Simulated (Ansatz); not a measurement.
**Moving spin-orbit coupling in Ga**

The cell as given:

Symmetry: C2/c, No. 15, monoclinic system. Conventional cell: a = 2.766 Å, b = 8.053 Å, c = 3.332 Å, α = 90.00°, β = 92.02°, γ = 90.00°. Ga (site symmetry 2) is surrounded by 8 Ga at 2.69 to 2.92 Å.

This isn't the form of Ga at room conditions, which is orthorhombic.

Kept alike: task relaxation of cell and atoms; functional PBEsol; k mesh 7 × 7 × 6; occupations fermi-dirac, width 0.05 eV. Program: Ansatz, Ansatz PAW, cutoff 420 eV. The mesh is that of the run's cell of 2 atoms.

| spin-orbit coupling | volume (Å³/atom) | third edge of the run's cell (Å) |
| --- | --- | --- |
| off | 18.070 | 3.425 |
| on | 18.049 | 3.423 |

For a metal such a mesh leaves the last digits unconverged. Relaxations stop with a little pressure left, so the last digits of a volume or edge aren't settled. All rows use potentials made for PBE.

**Question.** What does spin-orbit coupling change here?

**Answer.** The volume runs from 18.049 (on) to 18.070 Å³/atom (off). The third edge of the run's cell runs from 3.423 (on) to 3.425 Å (off).
